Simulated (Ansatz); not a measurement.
Pt (dhcp): energy against volume

Level of theory: Ansatz, DFT, revPBE, plane waves (420 eV) with PAW, scalar-relativistic. (PAW data from PBE, frozen cores regenerated.)

The cell is scaled uniformly from the relaxed one, with fractional coordinates and shape fixed. Energies are extrapolated to zero smearing, pressures are those at the given smearing. Magnetic state: spin not included.

A Birch-Murnaghan fit gives V₀ = 15.88 Å³/atom, B₀ = 232 GPa, B₀′ = 5.5.

Q: What are the energy above the minimum and the pressure at 15.273 Å³/atom?

A: 18.2 meV/atom and 10.48 GPa as computed.

Q: What are the energy above the minimum and the pressure at 16.546 Å³/atom?

A: 18.6 meV/atom and -8.15 GPa as computed.

Q: What are the energy above the minimum and the pressure at 17.818 Å³/atom?

A: 133.6 meV/atom and -19.06 GPa as computed.
